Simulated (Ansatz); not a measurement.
Input of an Ansatz 0.2.0 run:

input.yaml

```yaml
crystal:
  lattice:
    - [-1.60842, 1.60842, 1.87318]
    - [1.60842, -1.60842, 1.87318]
    - [1.60842, 1.60842, -1.87318]
  atoms:
    - { symbol: Ge, position: [0.5, 0.5, 0.0] }
kpoints:
  mp_grid: { grid: [12, 12, 12] }
scf:
  occupations: { method: fermi_dirac, width: 0.05 }
hamiltonian:
  xc: pbesol
  pseudopotentials: { kind: all_electron, datasets: crystal }
output: {}
phonons:
  method: dfpt
```

Potentials or basis: all-electron PAW datasets made for the crystal.

Run with:

```console
$ ansatz run input.yaml --threads 1 --pin off --max-ram 3072MiB --backend cpu --events-out ev --progress --plain --runs-dir out
```

Q: Predict the band gap on the k mesh.

A: None (metal or under the smearing width).

Caveat: a metal's response needs a denser mesh; the program warned that the printed levels may be off, so bands, gaps and densities of states are rough.
